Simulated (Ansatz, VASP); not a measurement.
# One calculation of SnO2, two programs

The input INCAR:

```
SYSTEM = SnO2
ALGO = Normal ; EDIFF = 1E-6
ENCUT = 520 ; GGA = PS
ISIF = 2 ; ISMEAR = 0
LASPH = .TRUE. ; LCHARG = .TRUE.
LELF = .TRUE. ; LREAL = .FALSE.
LVHAR = .TRUE. ; LWAVE = .FALSE.
NBANDS = 20 ; NELM = 80
PREC = Accurate ; SIGMA = 0.01
```

File KPOINTS:

```
k-points
0
G
  6 6 6
  0 0 0
```

File POSCAR:

```
SnO2
1.0
    1.6170930000      0.9336290000      4.8005930000
   -1.6170930000      0.9336290000      4.8005930000
    0.0000000000     -1.8672580000      4.8005930000
Sn O
1 2
Direct
    0.5000000000      0.5000000000      0.5000000000
    0.2371700000      0.2371700000      0.2371700000
    0.7628300000      0.7628300000      0.7628300000
```

Input for Ansatz:

```yaml
crystal:
  lattice:
    - [1.617093, 0.933629, 4.800593]
    - [-1.617093, 0.933629, 4.800593]
    - [0.0, -1.867258, 4.800593]
  atoms:
    - { symbol: Sn, position: [0.5, 0.5, 0.5] }
    - { symbol: O, position: [0.23717, 0.23717, 0.23717] }
    - { symbol: O, position: [0.76283, 0.76283, 0.76283] }
kpoints:
  mp_grid:
    grid: [6, 6, 6]
hamiltonian:
  xc: pbesol
scf:
  occupations:
    method: fixed
output:
  eigenvalues: true
```

Measurements of this composition are mostly on another form, of space group No. 136.

Alike in both runs: task single point; functional PBEsol; k mesh 6 × 6 × 6; no spin polarisation.

|  | VASP | Ansatz |
| --- | --- | --- |
| version | VASP 6.6.1 | Ansatz 0.2.0 |
| potentials or method | VASP PAW PBE potentials, release 64 (Sn_d, O) | plane waves, PAW |
| plane-wave cutoff (eV) | 520 | 420 |
| occupations | gaussian, width 0.01 eV | fixed |
| valence electrons in the cell | 26 | 26 |

Ansatz gave:

```
gap on the k mesh at the Fermi level (eV) : 1.87
```

Problem. What did VASP give for the same quantities?

Solution. gap on the k mesh at the Fermi level (eV): 1.85.

Caveats: spin-orbit coupling is left out, which moves the levels of the heavy elements. As with any semilocal functional, this PBEsol gap is likely too small. A k mesh can miss the band edges.
